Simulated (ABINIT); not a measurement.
# ZrSe2 (P-3m1) in ABINIT: notebook

The runs below take ZrSe2 through band structure, with SOGGA, LDA, BP86.

All numbers are computed with ABINIT 10.8.3 (patched build); they aren't measurements. Logs are shortened: lines on timing, memory, paths and dates and some standing lists are left out, and cuts for length are marked. The log counts tension as positive stress, the text compression.

**Measured values to compare with.**

From “Stress-Tuned Optical Transitions in Layered 1T-MX2 (M= Hf, Zr, Sn; X= S, Se) Crystals”, 2022, arxiv:2210.12074, for a bulk crystal of ZrSe2: band gap 1.2 eV (indirect).

How close the calculation comes is told below.

## 1. Starting point

The structure is trigonal, space group P-3m1 (No. 164). The conventional cell has a = 3.798 Å, b = 3.798 Å, c = 6.192 Å, α = 90.00°, β = 90.00°, γ = 120.00°. Around Zr (site symmetry -3m) lie 6 Se at 2.68 Å. Se (site symmetry 3m) has 3 Zr at 2.68 Å as nearest neighbours.

## 2. Band structure, SOGGA

File run.abi:

```
# Datasets: ground state, then fixed potential
ndtset 2

# Pseudopotentials
pp_dirpath "./"
pseudos "Zr.GGA_PBE-JTH.xml, Se.GGA_PBE-JTH.xml"

# Structure
acell 3*1.0 Angstrom
rprim
     3.7980000000     0.0000000000     0.0000000000
    -1.8990000000     3.2891644836     0.0000000000
     0.0000000000     0.0000000000     6.1920000000
ntypat 2
znucl 40 34
natom 3
typat 1 2 2
xred
     0.0000000000     0.0000000000     0.0000000000
     0.6666666667     0.3333333333     0.7500000000
     0.3333333333     0.6666666667     0.2500000000

# Plane-wave basis
ecut 462.593566 eV
pawecutdg 34.0

# Exchange and correlation
ixc -150130

# Bands and occupations
occopt 3
tsmear 0.05 eV

# SCF cycle
nstep 100

# Output
iomode 3
prtwf 0
prteig 0
prtebands 0
prtden1 1

# Dataset 1
kptopt1 1
ngkpt1 8 8 5
nshiftk1 1
shiftk1 0.0 0.0 0.0
nband1 16
tolvrs1 1.0e-9

# Dataset 2: bands along G-M-K-G-A-L-H-A
iscf2 -2
getden2 1
nband2 22
nbdbuf2 4
tolwfr2 1.0e-11
kptopt2 -7
ndivsm2 6
prteig2 1
prtvol2 -3
kptbounds2
     0.0000000000     0.0000000000     0.0000000000
     0.5000000000     0.0000000000     0.0000000000
     0.3333333333     0.3333333333     0.0000000000
     0.0000000000     0.0000000000     0.0000000000
     0.0000000000     0.0000000000     0.5000000000
     0.5000000000     0.0000000000     0.5000000000
     0.3333333333     0.3333333333     0.5000000000
     0.0000000000     0.0000000000     0.5000000000
```

Potentials or basis: JTH PAW PBE v2.0.

Launch:

```bash
abinit run.abi > log 2>&1
```

run.abo:

```text
.Version 10.8.3 of ABINIT
 DATASET    1 : space group P-3 m 1 (#164); Bravais hP (primitive hexag.)
================================================================================
 Values of the parameters that define the memory need for DATASET  1.
     intxc =       0    ionmov =       0      iscf =      17    lmnmax =      18
     lnmax =       6     mgfft =      45  mpssoang =       3    mqgrid =    3072
     natom =       3  nloc_mem =       2    nspden =       1   nspinor =       1
    nsppol =       1      nsym =      12    n1xccc =       1    ntypat =       2
    occopt =       3   xclevel =       2
       mpw =        1768          nfft =       40500          nkpt =          40
 PAW method is used; the additional fine FFT grid is defined by:
   mgfftf=        64    nfftf =    102400
================================================================================
================================================================================

 DATASET    2 : space group P-3 m 1 (#164); Bravais hP (primitive hexag.)
================================================================================
 Values of the parameters that define the memory need for DATASET  2.
     intxc =       0    ionmov =       0      iscf =      -2    lmnmax =      18
     lnmax =       6     mgfft =      45  mpssoang =       3    mqgrid =    3072
     natom =       3  nloc_mem =       2    nspden =       1   nspinor =       1
    nsppol =       1      nsym =      12    n1xccc =       1    ntypat =       2
    occopt =       3   xclevel =       2
       mpw =        1774          nfft =       40500          nkpt =          69
 PAW method is used; the additional fine FFT grid is defined by:
   mgfftf=        64    nfftf =    102400
================================================================================
================================================================================

--------------------------------------------------------------------------------
------------- Echo of variables that govern the present computation ------------
--------------------------------------------------------------------------------
 -outvars: echo values of preprocessed input variables --------
            acell      1.8897261259E+00  1.8897261259E+00  1.8897261259E+00 Bohr
              amu      9.12240000E+01  7.89600000E+01
             ecut      1.70000000E+01 Hartree
           getden1          0
           getden2          1
             iscf1         17
             iscf2         -2
              ixc     -150130
           jdtset        1    2
           kptopt1          1
           kptopt2         -7
         kptrlatt        8    0    0      0    8    0      0    0    5
          kptrlen1     5.74174386E+01
          kptrlen2     3.00000000E+01
            natom           3
            nband1         16
            nband2         22
           nbdbuf1          0
           nbdbuf2          4
           ndtset           2
           ndivsm1          0
           ndivsm2          6
            ngfft          30      30      45
          ngfftdg          40      40      64
             nkpt1         40
             nkpt2         69
            nstep         100
             nsym          12
           ntypat           2
           occopt           3
        pawecutdg      3.40000000E+01 Hartree
         pawxcdev           0
        prtebands           0
           prteig1          0
           prteig2          1
           prtvol1          0
           prtvol2         -3
            prtwf           0
            rprim      3.7980000000E+00  0.0000000000E+00  0.0000000000E+00
                      -1.8990000000E+00  3.2891644836E+00  0.0000000000E+00
                       0.0000000000E+00  0.0000000000E+00  6.1920000000E+00
           shiftk1     0.00000000E+00  0.00000000E+00  0.00000000E+00
           shiftk2     5.00000000E-01  5.00000000E-01  5.00000000E-01
          spgroup         164
           tolvrs1     1.00000000E-09
           tolvrs2     0.00000000E+00
           tolwfr1     0.00000000E+00
           tolwfr2     1.00000000E-11
           tsmear      1.83746611E-03 Hartree
            typat      1  2  2
[... 260 lines left out ...]
 -6.2103E-02  1.2062E-02  1.2062E-02  1.1089E-01  1.1089E-01  1.1260E-01
  1.5033E-01  1.5033E-01  1.6943E-01  2.7256E-01  2.7256E-01  2.7935E-01
  2.9064E-01  4.3803E-01  4.3803E-01  5.2098E-01
 Non-SCF case, kpt    2 (  0.04545  0.00000  0.00000), residuals and eigenvalues=
  2.69E-12  5.21E-12  3.88E-12  6.63E-12  6.12E-12  7.39E-12  2.62E-12  5.53E-12
  9.45E-12  7.92E-12  3.79E-12  2.93E-12  5.51E-12  5.21E-12  6.76E-12  1.50E-12
[... 527 lines left out ...]
  2.42E-12  6.53E-12  4.88E-12  2.51E-12  2.88E-12  3.15E-12  3.26E-12  1.77E-12
  4.15E-12  5.96E-12  1.41E-10  2.04E-08  1.01E-07  2.65E-08
 -1.7001E+00 -8.9488E-01 -8.9076E-01 -8.9065E-01 -3.6294E-01 -3.4042E-01
 -2.0210E-02  8.1651E-03  1.4126E-02  4.1369E-02  9.7846E-02  1.0161E-01
  1.5146E-01  1.5221E-01  1.8599E-01  2.7899E-01  2.8647E-01  3.1598E-01
  3.5717E-01  4.2488E-01  4.4074E-01  4.4782E-01
 Non-SCF case, kpt   69 (  0.00000  0.00000  0.50000), residuals and eigenvalues=
  3.31E-12  6.47E-12  8.32E-12  4.48E-12  7.48E-12  5.80E-12  3.09E-12  2.98E-12
  2.70E-12  3.05E-12  2.54E-12  4.49E-12  3.94E-12  3.86E-12  2.41E-12  4.32E-12
  6.67E-12  5.43E-12  2.74E-11  1.45E-09  6.50E-10  2.25E-07
 -1.7001E+00 -8.9491E-01 -8.9062E-01 -8.9062E-01 -3.6359E-01 -3.4050E-01
 -2.0934E-02  1.3755E-02  1.3755E-02  3.5466E-02  1.0478E-01  1.0478E-01
  1.4923E-01  1.4923E-01  1.8306E-01  2.8763E-01  2.8763E-01  3.0711E-01
  3.5516E-01  4.2353E-01  4.4443E-01  4.4443E-01

--- !ResultsGS
iteration_state: {dtset: 2, }
comment   : Summary of ground state results
lattice_vectors:
- [  7.1771798,   0.0000000,   0.0000000, ]
- [ -3.5885899,   6.2156201,   0.0000000, ]
- [  0.0000000,   0.0000000,  11.7011842, ]
lattice_lengths: [   7.17718,    7.17718,   11.70118, ]
lattice_angles: [ 90.000,  90.000, 120.000, ] # degrees, (23, 13, 12)
lattice_volume:   5.2199711E+02
convergence: {deltae:  0.000E+00, res2:  0.000E+00, residm:  9.998E-12, diffor:  0.000E+00, }
etotal    :  -6.67158741E+01
entropy   :   0.00000000E+00
fermie    :   1.18473396E-01
cartesian_stress_tensor: null
pressure_GPa: null
xred      :
- [  0.0000E+00,   0.0000E+00,   0.0000E+00, Zr]
- [  6.6667E-01,   3.3333E-01,   7.5000E-01, Se]
- [  3.3333E-01,   6.6667E-01,   2.5000E-01, Se]
cartesian_forces: null
force_length_stats: {min: null, max: null, mean: null, }
...

 Integrated electronic density in atomic spheres:
 ------------------------------------------------
 Atom  Sphere_radius  Integrated_density
    1        2.22030          8.92167094
    2        2.21132          3.98555930
    3        2.21132          3.98555930

================================================================================

 ----iterations are completed or convergence reached----

 Mean square residual over all n,k,spin=   51.342E-13; max=  99.980E-13
 reduced coordinates (array xred) for    3 atoms
       0.000000000000      0.000000000000      0.000000000000
       0.666666666667      0.333333333333      0.750000000000
       0.333333333333      0.666666666667      0.250000000000

 cartesian coordinates (angstrom) at end:
    1      0.00000000000000     0.00000000000000     0.00000000000000
    2      1.89900000000000     1.09638816120000     4.64400000000000
    3      0.00000000000000     2.19277632240000     1.54800000000000
 length scales=  1.889726125908  1.889726125908  1.889726125908 bohr
              =  1.000000000000  1.000000000000  1.000000000000 angstroms
 Eigenvalues (hartree) for nkpt=  69  k points:
 kpt#   1, nband= 22, wtk=  1.00000, kpt=  0.0000  0.0000  0.0000 (reduced coord)
  -1.70007   -0.89490   -0.89063   -0.89063   -0.37344   -0.32642   -0.06210    0.01206
   0.01206    0.11089    0.11089    0.11260    0.15033    0.15033    0.16943    0.27256
   0.27256    0.27935    0.29064    0.43803    0.43803    0.52098
 kpt#   2, nband= 22, wtk=  1.00000, kpt=  0.0455  0.0000  0.0000 (reduced coord)
  -1.70007   -0.89487   -0.89077   -0.89066   -0.37274   -0.32649   -0.06105    0.01082
   0.01249    0.10285    0.10725    0.11280    0.15229    0.15411    0.17074    0.26564
   0.27218    0.28414    0.30112    0.43594    0.44126    0.52140
 kpt#   3, nband= 22, wtk=  1.00000, kpt=  0.0909  0.0000  0.0000 (reduced coord)
  -1.70004   -0.89477   -0.89119   -0.89075   -0.37065   -0.32671   -0.05791    0.00752
   0.01372    0.08484    0.09919    0.11259    0.15341    0.16248    0.17477    0.25770
   0.27143    0.29719    0.31984    0.43101    0.45058    0.52029
 kpt#   4, nband= 22, wtk=  1.00000, kpt=  0.1364  0.0000  0.0000 (reduced coord)
  -1.70000   -0.89463   -0.89184   -0.89089   -0.36729   -0.32705   -0.05283    0.00313
   0.01557    0.06329    0.09009    0.11017    0.15170    0.17182    0.18033    0.25445
   0.27122    0.31522    0.34080    0.42622    0.46508    0.49639
 kpt#   5, nband= 22, wtk=  1.00000, kpt=  0.1818  0.0000  0.0000 (reduced coord)
[... 245 lines left out ...]
   0.01621    0.06210    0.06617    0.08301    0.15942    0.16311    0.20319    0.25299
   0.27717    0.34930    0.37184    0.42373    0.42455    0.47547
 kpt#  67, nband= 22, wtk=  1.00000, kpt=  0.0513  0.0513  0.5000 (reduced coord)
  -1.70004   -0.89479   -0.89116   -0.89074   -0.36104   -0.34019   -0.01814   -0.00156
   0.01510    0.05188    0.08280    0.09358    0.15657    0.15682    0.19373    0.26528
   0.28293    0.33144    0.36305    0.42598    0.43242    0.45930
 kpt#  68, nband= 22, wtk=  1.00000, kpt=  0.0256  0.0256  0.5000 (reduced coord)
  -1.70007   -0.89488   -0.89076   -0.89065   -0.36294   -0.34042   -0.02021    0.00817
   0.01413    0.04137    0.09785    0.10161    0.15146    0.15221    0.18599    0.27899
   0.28647    0.31598    0.35717    0.42488    0.44074    0.44782
 kpt#  69, nband= 22, wtk=  1.00000, kpt=  0.0000  0.0000  0.5000 (reduced coord)
  -1.70007   -0.89491   -0.89062   -0.89062   -0.36359   -0.34050   -0.02093    0.01375
   0.01375    0.03547    0.10478    0.10478    0.14923    0.14923    0.18306    0.28763
   0.28763    0.30711    0.35516    0.42353    0.44443    0.44443

== END DATASET(S) ==============================================================
================================================================================

 -outvars: echo values of variables after computation  --------
            acell      1.8897261259E+00  1.8897261259E+00  1.8897261259E+00 Bohr
           etotal1    -6.6715874071E+01
            fcart1     2.5011172339E-29  1.4440207083E-29  7.2280144832E-20
                      -1.2505586170E-28 -2.4548352041E-28 -1.0832767903E-03
                       1.0004468936E-28  2.3104331332E-28  1.0832767903E-03
            rprim      3.7980000000E+00  0.0000000000E+00  0.0000000000E+00
                      -1.8990000000E+00  3.2891644836E+00  0.0000000000E+00
                       0.0000000000E+00  0.0000000000E+00  6.1920000000E+00
           strten1     9.6508868492E-05  9.6508868379E-05  8.5374207416E-06
                       0.0000000000E+00  0.0000000000E+00  0.0000000000E+00
           xangst      0.0000000000E+00  0.0000000000E+00  0.0000000000E+00
                       1.8990000000E+00  1.0963881612E+00  4.6440000000E+00
                       3.8049734892E-17  2.1927763224E+00  1.5480000000E+00
             xred      0.0000000000E+00  0.0000000000E+00  0.0000000000E+00
                       6.6666666667E-01  3.3333333333E-01  7.5000000000E-01
                       3.3333333333E-01  6.6666666667E-01  2.5000000000E-01
 Calculation completed.
```

Run time: 95 s. Hardware: 1 thread of Arm Neoverse V1, shared host; peak memory 0.14 GiB.

Results:

| Item | Value |
| --- | --- |
| Free energy | -1815.4314 eV |
| Pressure | -2.0 GPa |
| Largest force | 0.056 eV/Å |
| Band gap on the k mesh | 0.35 eV, indirect (least direct gap 1.03 eV) |
| Band gap along the path | 0.30 eV, indirect (least direct gap 1.03 eV) |
| Valence electrons inside the program's atomic spheres | Zr 8.92; Se 3.99 |

Forces in eV/Å, atoms in the order of the input:
```
Zr   0.000  0.000  0.000
Se   0.000  0.000 -0.056
Se   0.000  0.000  0.056
```

Stress tensor (GPa, compression positive):
```
-2.84  0.00  0.00
 0.00 -2.84  0.00
 0.00  0.00 -0.25
```

Levels at the corners of the path, in eV from the valence-band top:
```
point  band 9  band 10  band 11  band 12  band 13  band 14  band 15  band 16
    Γ   -2.74    -0.05    -0.05    -0.01     1.02     1.02     1.54     4.35
    M   -2.72    -2.51    -2.18    -1.38     0.51     2.53     2.86     4.83
    K   -3.61    -2.35    -2.35    -1.78     1.66     2.60     2.60     4.07
    Γ   -2.74    -0.05    -0.05    -0.01     1.02     1.02     1.54     4.35
    A   -2.70    -2.10    -0.22    -0.22     0.99     0.99     1.91     4.76
    L   -2.69    -2.55    -1.07    -1.00     0.30     2.52     2.84     4.51
    H   -3.42    -2.41    -2.01    -2.01     1.73     2.18     2.18     4.89
    A   -2.70    -2.10    -0.22    -0.22     0.99     0.99     1.91     4.76
```

Caveat: the PAW data sets were made with another functional, which shifts forces and pressure a little.

## 3. Band structure, LDA

run.abi, as its differences from that of step 2:

```diff
@@ -5,10 +5,10 @@
 pp_dirpath "./"
-pseudos "Zr.GGA_PBE-JTH.xml, Se.GGA_PBE-JTH.xml"
+pseudos "Zr.hgh, Se.hgh"
 
 # Structure
-acell 3*1.0 Angstrom
+acell 3*1.0
 rprim
-     3.7980000000     0.0000000000     0.0000000000
-    -1.8990000000     3.2891644836     0.0000000000
-     0.0000000000     0.0000000000     6.1920000000
+     7.1771798213     0.0000000000     0.0000000000
+    -3.5885899107     6.2156200529     0.0000000000
+     0.0000000000     0.0000000000    11.7011841637
 ntypat 2
@@ -23,7 +23,6 @@
 # Plane-wave basis
-ecut 462.593566 eV
-pawecutdg 34.0
+ecut 20.0
 
 # Exchange and correlation
-ixc -150130
+ixc 7
 
@@ -31,3 +30,3 @@
 occopt 3
-tsmear 0.05 eV
+tsmear 0.00183747
 
@@ -41,2 +40,3 @@
 prtebands 0
+enunit 1
 prtden1 1
@@ -48,4 +48,4 @@
 shiftk1 0.0 0.0 0.0
-nband1 16
-tolvrs1 1.0e-9
+nband1 12
+tolvrs1 1.0e-10
 
@@ -54,3 +54,3 @@
 getden2 1
-nband2 22
+nband2 18
 nbdbuf2 4
@@ -58,3 +58,3 @@
 kptopt2 -7
-ndivsm2 6
+ndivsm2 8
 prteig2 1
```

Potentials or basis: HGH LDA.

Launch:

```bash
abinit run.abi > log 2>&1
```

It took 80 s on 1 thread of Arm Neoverse V1, shared host; peak memory 0.12 GiB.

The run converged. Its results:

```yaml
Free_energy: -604.6037 eV
Largest_force: 0.221 eV/Å
Band_gap_on_the_k_mesh: 0.33 eV, indirect (least direct gap 0.99 eV)
Valence_electrons_inside_the_program's_atomic_spheres: Zr 1.02; Se 3.32
```

Forces on the atoms (eV/Å):
```
Zr   0.000  0.000  0.000
Se   0.000  0.000  0.221
Se   0.000  0.000 -0.221
```

Levels at the corners of the path, in eV from the valence-band top:
```tsv
point	band 4	band 5	band 6	band 7	band 8	band 9	band 10	band 11	band 12	band 13
Γ	-2.88	-2.88	-0.07	-0.07	0.00	0.98	0.98	1.54	4.17	4.17
M	-3.10	-2.79	-2.66	-2.26	-1.45	0.48	2.49	2.86	4.61	4.93
K	-3.69	-3.69	-2.44	-2.44	-1.89	1.69	2.59	2.59	3.83	3.83
Γ	-2.88	-2.88	-0.07	-0.07	0.00	0.98	0.98	1.54	4.17	4.17
A	-2.84	-2.84	-2.15	-0.24	-0.24	0.96	0.96	1.89	4.58	4.58
L	-3.78	-2.83	-2.65	-1.14	-1.06	0.30	2.48	2.84	4.33	4.89
H	-3.87	-3.50	-2.53	-2.14	-2.14	1.77	2.19	2.19	4.69	4.69
A	-2.84	-2.84	-2.15	-0.24	-0.24	0.96	0.96	1.89	4.58	4.58
```

Caveat: the cutoff is too short for stress, so the log's stress isn't used; an odd mesh through Γ misses points on the zone boundary, where band edges often lie; HGH potentials are hard and often keep d shells in the core, so these values are rough.

## 4. Band structure, BP86

File run.abi:

```
ndtset 2

pp_dirpath "./"
pseudos "Zr.GGA_PBE-JTH.xml, Se.GGA_PBE-JTH.xml"

acell 7.1771798213 7.1771798214 11.7011841637
rprim
     1.0000000000     0.0000000000     0.0000000000
    -0.5000000000     0.8660254038     0.0000000000
     0.0000000000     0.0000000000     1.0000000000
ntypat 2
znucl 40 34
natom 3
typat 1 2 2
xred
     0.0000000000     0.0000000000     0.0000000000
     0.6666666667     0.3333333333     0.7500000000
     0.3333333333     0.6666666667     0.2500000000

ecut 17.0
pawecutdg 34.0

ixc -106132

occopt 3
tsmear 0.05 eV

nstep 100

iomode 3
prtwf 0
prteig 0
prtebands 0
prtden1 1

kptopt1 1
ngkpt1 8 8 5
nshiftk1 1
shiftk1 0.0 0.0 0.0
nband1 16
tolvrs1 1.0e-9

iscf2 -2
getden2 1
nband2 22
nbdbuf2 4
tolwfr2 1.0e-11
kptopt2 -7
ndivsm2 6
prteig2 1
kptbounds2
     0.0000000000     0.0000000000     0.0000000000
     0.5000000000     0.0000000000     0.0000000000
     0.3333333333     0.3333333333     0.0000000000
     0.0000000000     0.0000000000     0.0000000000
     0.0000000000     0.0000000000     0.5000000000
     0.5000000000     0.0000000000     0.5000000000
     0.3333333333     0.3333333333     0.5000000000
     0.0000000000     0.0000000000     0.5000000000
```

Potentials or basis: JTH PAW PBE v2.0.

Launch:

```bash
abinit run.abi > log 2>&1
```

Run time: 86 s. Hardware: 1 thread of Arm Neoverse V1, shared host; peak memory 0.14 GiB.

It converged, with:

- Free energy: -1819.9047 eV
- Pressure: 2.2 GPa
- Largest force: 0.275 eV/Å
- Band gap on the k mesh: 0.42 eV, indirect (least direct gap 1.05 eV)
- Band gap along the path: 0.38 eV, indirect (least direct gap 1.05 eV)
- Valence electrons inside the program's atomic spheres: Zr 8.94; Se 4.02

Forces in eV/Å, atoms in the order of the input:
```
Zr   0.000  0.000  0.000
Se   0.000  0.000 -0.275
Se   0.000  0.000  0.275
```

Stress tensor (GPa, compression positive):
```
1.80 0.00 0.00
0.00 1.80 0.00
0.00 0.00 3.05
```

Levels at the corners of the path, in eV from the valence-band top:
```csv
point,band 8,band 9,band 10,band 11,band 12,band 13,band 14,band 15,band 16,band 17
Γ,-2.72,-2.72,-0.06,-0.06,0.00,1.05,1.05,1.57,4.32,4.32
M,-2.90,-2.66,-2.50,-2.12,-1.35,0.57,2.50,2.84,4.84,5.05
K,-3.53,-3.53,-2.30,-2.30,-1.73,1.69,2.59,2.59,4.06,4.06
Γ,-2.72,-2.72,-0.06,-0.06,0.00,1.05,1.05,1.57,4.32,4.32
A,-2.68,-2.68,-2.06,-0.22,-0.22,1.02,1.02,1.95,4.71,4.71
L,-3.56,-2.67,-2.52,-1.04,-0.97,0.38,2.49,2.83,4.47,5.06
H,-3.69,-3.34,-2.35,-2.00,-2.00,1.76,2.20,2.20,4.86,4.86
A,-2.68,-2.68,-2.06,-0.22,-0.22,1.02,1.02,1.95,4.71,4.71
```

Caveat: the PAW data sets were made with another functional, which shifts forces and pressure a little.

## 5. How close it comes

Step 2. A measured gap of ZrSe2 is 1.2 eV (indirect; quoted in “Stress-Tuned Optical Transitions in Layered 1T-MX2 (M= Hf, Zr, Sn; X= S, Se) Crystals”, 2022, arxiv:2210.12074); the calculated 0.30 eV misses it by -0.90 eV. Spin-orbit coupling on Se, Zr is left out. The value is that of SOGGA, without temperature or zero-point motion.

Step 4. Against the measured gap of ZrSe2, 1.2 eV (indirect; quoted in “Stress-Tuned Optical Transitions in Layered 1T-MX2 (M= Hf, Zr, Sn; X= S, Se) Crystals”, 2022, arxiv:2210.12074), the calculated 0.38 eV is off by -0.82 eV. Spin-orbit coupling on Se, Zr is left out. The value is that of BP86, without temperature or zero-point motion.
